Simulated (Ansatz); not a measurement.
A run of Ansatz 0.2.0:

The input input.yaml:

```yaml
crystal:
  lattice:
    - [0.0, 1.9156, 1.9156]
    - [1.9156, 0.0, 1.9156]
    - [1.9156, 1.9156, 0.0]
  atoms:
    - { symbol: Ir, position: [0.0, 0.0, 0.0] }
hamiltonian:
  xc: pbesol
  pseudopotentials: { kind: paw }
kpoints:
  mp_grid: { grid: [12, 12, 12] }
scf:
  occupations: { method: fermi_dirac, width: 0.05 }
output:
  forces: true
  stress: true
  eigenvalues: true
relax:
  f_tol: 0.01
  max_steps: 40
  cell: { stress_tol: 0.05, p_target: 20.0 }
```

Potentials or basis: Ansatz PAW.

The run is started by

```sh
$ ansatz run input.yaml --threads 2 --pin off --max-ram 5632MiB --backend cpu --events-out ev --progress --plain --runs-dir out
```

Hardware: 2 threads of Arm Neoverse V2 (shared host).

Task: Estimate the wall time of this run.

Result: It took 3.1 s on 2 threads of Arm Neoverse V2 (shared host), peak memory 0.27 GiB. Counts: scf iterations 33, plane waves 259, k points 72, bands 13, ion steps 7.
